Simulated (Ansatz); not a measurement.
Reactions of C2H4AlN, SMILES `C[C]1=[N][AlH]1`.

Isolated molecules relaxed with PBE0-D4/def2-TZVP in Ansatz; ΔE leaves out vibrations. CBS: MP2 limit from def2 TZ/QZ plus the TZ coupled-cluster correction, frozen cores. This one scheme is used for every species, atoms too. DFT in def2-TZVPP. No spin–orbit coupling; open shells (•) take unrestricted orbitals. Spin–orbit coupling would lower the free atoms: a little for Al, C. Bonds to Sc are less sure, by a few kJ/mol each and by 10 to 20 or more in all where they break to atoms, as the def2 sets lack core-valence functions. Scalar relativity is left out up to krypton. One conformer a species, not always the lowest.

```csv
reaction,ωB97M-V (kJ/mol)
`C[C]1=[N][AlH]1` + H₂ → `[CH]1=[N][AlH]1` + CH₄,-36
`C[C]1=[N][AlH]1` + `C=O` → `O=C[C]1=[N][AlH]1` + CH₄,-26
`C[C]1=[N][AlH]1` → `[CH]1=[N][AlH]1` + `[CH2]` (triplet),471
`C[C]1=[N][AlH]1` + `[OH][Sc]([Cl])[Cl]` → `C[O][Sc]([Cl])[Cl]` + `[CH]1=[N][AlH]1`,78
`C[C]1=[N][AlH]1` + `CCC=O` → `CCCC=O` + `[CH]1=[N][AlH]1`,29
`C[C]1=[N][AlH]1` → Al• + 2 C• + 4 H• + N•,2922
`C[C]1=[N][AlH]1` → `N#C[CH2][AlH2]`,-92
```

Task: Give the CCSD(T)/CBS values in the same order. (An estimate is asked.)

Result: Ansatz gave: -34, -24, 469, 79, 30, 2903, -93 kJ/mol.

Largest T1 diagnostic: 0.019, for `[CH]1=[N][AlH]1`.
